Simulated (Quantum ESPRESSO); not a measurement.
Fe:

```
Fe
1.0
     0.00000    1.94174    1.96511
     1.49844    0.00000    1.96511
     1.49844    1.94174    0.00000
Fe
1
Direct
  0.00000 0.00000 0.00000
```

Base run:

```yaml
Program: Quantum ESPRESSO 7.5
Functional: PBEsol
Potentials_or_basis: GBRV 1.5 PBEsol
Cutoff: 762 eV
Density_cutoff: 6095 eV
k_mesh: 13 × 13 × 13
Occupations: fermi-dirac, width 0.05 eV
Spin: no spin polarisation
```

Its results: band gap on the k mesh none (metal or under the smearing width); pressure -29.1 GPa.

Problem. The run is repeated on the same cell with these changes: spin from no spin polarisation to collinear spin, ferromagnetic start. What comes out?

Solution. Band gap on the k mesh none (metal or under the smearing width); pressure -8.6 GPa; net moment 2.27 μB per cell; site moments Fe +2.31 μB.

Caveats: a pressure of tens of GPa on the cell as given is suspect, and the run, the potentials or the cell itself is likely at fault (some runs).
